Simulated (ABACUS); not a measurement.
# ZnO (zincite) under changes of volume

One of the cells (11.900 Å³/atom); the others are scaled copies at fixed shape and fractional positions:

```xyz
4
Lattice="3.2493 0.0000 0.0000 -1.6247 2.8140 0.0000 0.0000 0.0000 5.2057" Properties=species:S:1:pos:R:3 pbc="T T T"
Zn    1.6247    0.9380    0.0000
Zn    0.0000    1.8760    2.6029
O     0.0000    1.8760    4.5759
O     1.6247    0.9380    1.9730
```

```yaml
Program: ABACUS 3.10.1
Functional: PBEsol
Potentials_or_basis: PseudoDojo NC SR 0.4.1 PBEsol standard
Cutoff: 1143 eV
Density_cutoff: 4572 eV
Basis: plane waves
k_mesh: 9 × 9 × 5
Occupations: fermi-dirac, width 0.05 eV
Spin: no spin polarisation
```

```tsv
volume (Å³/atom)	energy over the lowest point (meV/atom)	pressure (GPa)	gap on the mesh (eV)	largest force (eV/Å)
11.186	?	?	?	?
11.424	3.74	4.2	0.83	0.075
11.662	0.00	0.9	0.79	0.068
11.900	0.81	-2.0	0.76	0.061
12.138	5.70	-4.6	0.73	0.054
12.376	14.24	-6.9	0.70	0.048
12.614	26.04	-9.0	0.67	0.042
```

Q: What does the run at 11.186 Å³/atom give?

A: Energy over the lowest point 12.56 meV/atom; pressure 7.7 GPa; gap on the mesh 0.86 eV; largest force 0.083 eV/Å.

Worked out: A Birch-Murnaghan fit of order 3 (a polynomial in V^(-2/3)) to the other rows has its minimum at 11.74 Å³/atom with B0 = V·E''(V) = 146 GPa and B' = 4.5 at fixed shape and positions, which overstates the stiffness. It gives 12.58 meV/atom at 11.186 Å³/atom, against the run's 12.56, and -dE/dV = 7.8 GPa, against 7.7. A straight line through the other rows of the gap, of slope -1.59 eV per unit of ln V (its deformation potential), extrapolates to 0.86 eV, against the run's 0.86.

Energies are extrapolated to zero smearing.
